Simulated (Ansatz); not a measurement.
## HfO2 at a changed volume: Coordination and 17O quadrupole coupling

Cell: a COD entry, relaxed with PBE at fixed cell and then changed (volume scaled by 0.96, ions relaxed).

Space group P2_1/c (No. 14); a = 5.0488, b = 5.1156, c = 5.2127 Å, β = 99.35°.

| site | Wyckoff | site symmetry | x | y | z |
| --- | --- | --- | --- | --- | --- |
| Hf | 4e | 1 | 0.2777 | 0.0410 | 0.2080 |
| O5 | 4e | 1 | 0.4428 | 0.7600 | 0.4846 |
| O9 | 4e | 1 | 0.0812 | 0.3561 | 0.3247 |

One atom of each set is listed.

All values are calculated (Ansatz; DFT, PBE, plane waves and PAW, scalar-relativistic, 420 eV cutoff, Γ-centred 6×6×6 k-points, Fermi–Dirac smearing 0.02 eV), not measured.

Q(17O) = -25.58 mb.

Problem. Order the O environments from the weakest to the strongest quadrupole coupling.
A. O9: 3 Hf at 2.03–2.15 Å
B. O5: 4 Hf at 2.11–2.20 Å

Solution. B (0.734 MHz, η = 0.84), A (0.960 MHz, η = 0.77).

Like point charges on the first shell alone (each adding as 1/d³) would give the same order.

Without spin–orbit coupling the gradients at and beside Hf can be off by some per cent, at some sites by more. At this changed cell the PBE pressure is 14 GPa.
